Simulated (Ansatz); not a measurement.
input.yaml (Ansatz)

```yaml
crystal:
  lattice:
    - [-4.1691069026, 4.1784051012, 1.7762390312]
    - [4.1784051012, -4.1691069026, 1.7762390312]
    - [2.2632511601, 2.2632511601, -1.7592093634]
  atoms:
    - { symbol: La, position: [0.9996051304, 0.0003948696, 1.0], spin: 1.0 }
    - { symbol: La, position: [0.7503948696, 0.2496051304, 0.5], spin: 1.0 }
hamiltonian:
  xc: pbe
  pseudopotentials:
    kind: paw
    azcp:
      La: "pseudopotentials/La.paw.azcp"
basis:
  ecutwfc: 420
  fft_grid_basis: typed
kpoints:
  mp_grid: { grid: [17, 17, 16], shift: [0, 0, 0] }
magnetization:
  spin_polarized: true
scf:
  occupations: { method: fermi_dirac, width: 0.05 }
output:
  stress: true
```

Terminal output

```
Engine: ansatz 0.2.0, aarch64-unknown-linux-gnu
Pseudopotentials: kind: paw
Pseudopotential: La, paw, valence charge 11, recommended cutoff 420 eV (normal) 
Functional definition: PBE
  parameter kappa = 0.804
  parameter beta = 0.06672455060314922
  exchange = pbe_x(kappa = kappa, mu = beta*pi^2/3)
  correlation = pbe_c(beta = beta)
Crystal: 2 atoms, lattice volume = 67.252 Å³
Basis set: ecut = 420 eV, 1313 PW (Γ)
Bands: 16, of which v1, the nominal top of the filled ones, is band 11 counted from 1 (10 counted from 0)
Symmetry: 4 space group operations
Space group: C2/c (ITA 15), of the structure as read, at distance tolerance 4.1e-5 Å
Magnetic group: BNS 15.85 (UNI 92), of the structure as read, at distance tolerance 4.1e-5 Å
k-points: 1233 of 4624
Non-local potential: La, projectors of the file, l = 0: 3, l = 1: 2, l = 2: 2, l = 3: 3
PAW form: soft (Blöchl's): semilocal exchange-correlation on the pseudo side does not see the compensation charge
PAW one-centre angular grid: La, 590 points (default); XC on 64 Gauss nodes
Initial density: superposition of atomic densities (chi_scale 0.1, normalization cell)
Starting moments: Σ|m| = 2 μB on 2 of 2 sites
Initial wavefunctions: pseudopotential atomic-orbital guess
Functional: x = pbe(κ = 0.804, μ = 0.2195149727645171), c = pbe(β = 0.06672455060314922)
iter 1 solved again at ethr=2.10e-3 eV; its pass at ethr=3.10e-3 eV (dr2=4.63e-1 eV) is discarded
SCF iter   1: F=—  HF=-12499.746121 eV  |F-HF|=—  |Δ(HF+E_count)|=         —  Δρ=2.20e-2 (↑2.20e-2 ↓1.20e-2)  dr2=4.70e-1  dr2_m=9.98e-2  M=0.743 μB ∫|m|=0.743 μB  β_m=0.30  ethr=2.10e-3  ⟨swp⟩=1.0  Hψ=259646  notcnv=0
Mixer restart at iter 1: flushing history
spin=Collinear: Kerker preconditioning applied to the charge; magnetization (m = ρ↑ − ρ↓) channel mixes plain (no charge-response kernel on spin).
SCF iter   2: F=—  HF=-12499.879552 eV  |F-HF|=—  |Δ(HF+E_count)|=   1.33e-1  Δρ=1.60e-2 (↑1.60e-2 ↓9.07e-3)  dr2=2.50e-1  dr2_m=5.49e-2  M=0.651 μB ∫|m|=0.651 μB  β_m=0.65  ethr=2.10e-3  ⟨swp⟩=3.1  Hψ=56748  notcnv=0  defer=1
SCF iter   3: F=—  HF=-12500.031039 eV  |F-HF|=—  |Δ(HF+E_count)|=   1.51e-1  Δρ=1.92e-3 (↑1.92e-3 ↓1.72e-3)  dr2=9.65e-4  dr2_m=1.71e-3  M=0.296 μB ∫|m|=0.296 μB  β_m=0.82  ethr=1.14e-3  ⟨swp⟩=6.3  Hψ=106082  notcnv=0  defer=229
SCF iter   4: F=—  HF=-12500.038066 eV  |F-HF|=—  |Δ(HF+E_count)|=   7.03e-3  Δρ=9.53e-4 (↑9.53e-4 ↓9.00e-4)  dr2=2.95e-4  dr2_m=4.86e-4  M=0.159 μB ∫|m|=0.159 μB  β_m=0.91  ethr=4.39e-6  ⟨swp⟩=3.0  Hψ=98549  notcnv=0  defer=67
SCF iter   5: F=—  HF=-12500.039836 eV  |F-HF|=—  |Δ(HF+E_count)|=   1.77e-3  Δρ=4.24e-4 (↑4.18e-4 ↓4.24e-4)  dr2=1.01e-5  dr2_m=1.06e-4  M=0.078 μB ∫|m|=0.078 μB  β_m=0.96  ethr=1.34e-6  ⟨swp⟩=2.6  Hψ=76190  notcnv=0  defer=18
SCF iter   6: F=—  HF=-12500.040429 eV  |F-HF|=—  |Δ(HF+E_count)|=   5.93e-4  Δρ=8.47e-5 (↑8.14e-5 ↓8.47e-5)  dr2=2.56e-6  dr2_m=3.49e-6  M=0.012 μB ∫|m|=0.013 μB  β_m=0.98  ethr=4.60e-8  ⟨swp⟩=3.1  Hψ=89955  notcnv=0  defer=5
SCF iter   7: F=—  HF=-12500.040451 eV  |F-HF|=—  |Δ(HF+E_count)|=   2.25e-5  Δρ=2.52e-5 (↑2.00e-5 ↓2.52e-5)  dr2=3.88e-7  dr2_m=2.61e-7  M=0.003 μB ∫|m|=0.003 μB  β_m=0.99  ethr=1.16e-8  ⟨swp⟩=2.2  Hψ=69591  notcnv=0  defer=1
SCF iter   8: F=—  HF=-12500.040453 eV  |F-HF|=—  |Δ(HF+E_count)|=   2.06e-6  Δρ=3.58e-6 (↑3.30e-6 ↓3.58e-6)  dr2=1.03e-9  dr2_m=6.88e-9  M=-0.000 μB ∫|m|=0.000 μB  β_m=0.99  ethr=1.76e-9  ⟨swp⟩=2.5  Hψ=71279  notcnv=0  defer=1
SCF iter   9: F=—  HF=-12500.040453 eV  |F-HF|=—  |Δ(HF+E_count)|=   5.58e-8  Δρ=1.19e-6 (↑1.19e-6 ↓1.13e-6)  dr2=2.88e-10  dr2_m=7.80e-10  M=0.000 μB ∫|m|=0.000 μB  β_m=1.00  ethr=4.69e-12  ⟨swp⟩=3.0  Hψ=78127  notcnv=0
SCF iter  10: F=—  HF=-12500.040453 eV  |F-HF|=—  |Δ(HF+E_count)|=   7.44e-9  Δρ=4.41e-7 (↑4.14e-7 ↓4.41e-7)  dr2=9.65e-12  dr2_m=1.10e-10  M=0.000 μB ∫|m|=0.000 μB  β_m=1.00  ethr=1.31e-12  ⟨swp⟩=3.0  Hψ=76545  notcnv=0
SCF iter  11: F=-12500.040453 eV  HF=-12500.040453 eV  |F-HF|=9.64e-11  |Δ(HF+E_count)|=   1.19e-9  Δρ=1.93e-7 (↑1.93e-7 ↓1.83e-7)  dr2=2.64e-12  dr2_m=2.13e-11  M=-0.000 μB ∫|m|=0.000 μB  ethr=1.00e-12  ⟨swp⟩=1.0  Hψ=118928  notcnv=0
SCF 1 converged in 11 iterations: F = -12500.040453 eV  dr2 = 2.64e-12
WARN: the starting moments were not kept: the SCF closed with an absolute magnetisation of 4.3e-5 μB, where they sum to 2 μB in size (2 sites). That is at most 0.1 of that sum. Measured as dr2_m measures the in/out step, that magnetisation stands 8.8e-11 eV from none, at or under the dr2_threshold of 1.0e-7 eV: it is no larger than a step whose dr2_m would equal this threshold. The system may hold no moment; this SCF shows only that its start led to no more than that. To try another start: raise the starting moments (crystal.atoms[].spin, magnetization.per_species, magnetization.initial_magnetization, or on a non-collinear deck that types none of these the spinor_matrix: blocks that start its atoms; where the total moment is fixed, keep their sum and leave initial_magnetization as it is; typed ones take the place of any that the run laid by itself, positive ones on a crystal's lanthanoids without a Hubbard term where scf.initial_density.shell_occupations: [] is typed) or, if the notice of its spin-set hold's release reads "site moments contracting" or "site moments show no strong build", lengthen the hold (scf.mixing.spin_hold: { on: { confirm: 4 } }; for m-r²SCAN on two components see the key's manual first). Each may lead to a state that holds a moment. A second SCF, from the converged charge density, with the starting moments and any scf.initial_density.shell_occupations laid on it anew, would have followed, and was not run: the deck does not ask for one (magnetization.retry_lost_moments is false, the default). To let it run, set magnetization.retry_lost_moments: true and run the deck again, where that key's refused combinations let it; where memory then withholds it, that run's warning says so.
SCF converged after 11 iterations
Magnetization: -0.0000 μB (11.0000 up, 11.0000 down)
Absolute magnetization: 0.0000 μB (∫|ρ↑−ρ↓|, with the PAW one-centre terms)
Spin contamination: 0.0000 ħ² per cell (⟨S²⟩ above its minimum at these occupations)
Per-site moments (μB) at R_I (Å): [(-7.814449461489249e-7, 1.4283484260559025), (-7.814449461589302e-7, 1.4283484260559025)]
Free energy (F): -12500.040453 eV
Harris-Foulkes:  -12500.040453 eV  (|F-HF|=9.64e-11)
Internal energy: -12500.010705 eV  (E = F + TS)
E sigma→0 (E₀):  -12500.025579 eV
Entropy (-TS):   -0.029748 eV (-14.874 meV/atom)
Fermi energy:    12.305121 eV
--- Per-component energies (eV) ---
  E_band       = -59.951844
  E_kinetic    = 390.005371
  E_local      = -603.790465  (includes V_loc(G=0)·N_el)
  E_nonlocal   = 189.201671
  E_hartree    = 193.622866
  E_xc         = -280.289206
  E_vxc        = -297.409327  (∫ρ·V_xc dr)
  E_paw        = -10831.596179  (= ΣΔE_a)
  E_vpaw       = -125.204791  (= ΣTr[D̂ρ^β])
  E_aug_tail   = -0.000000  (compensation charges beyond the density's cutoff)
  E_ewald      = -1557.164762
  E_smearing   = -0.029748  (= −TS)
  E_closure    = 0.000000  (closes the sum)
  Σ components = -12500.040453   (vs F -12500.040453, Δ=0.00e0)
--- Stress (GPa, compression-positive) ---
        2.398606       0.165822      -0.131810
        0.165822       2.398606      -0.131810
       -0.131810      -0.131810       2.507961
  P = ⅓ Tr σ = 2.4351 GPa (24.351 kbar)
```
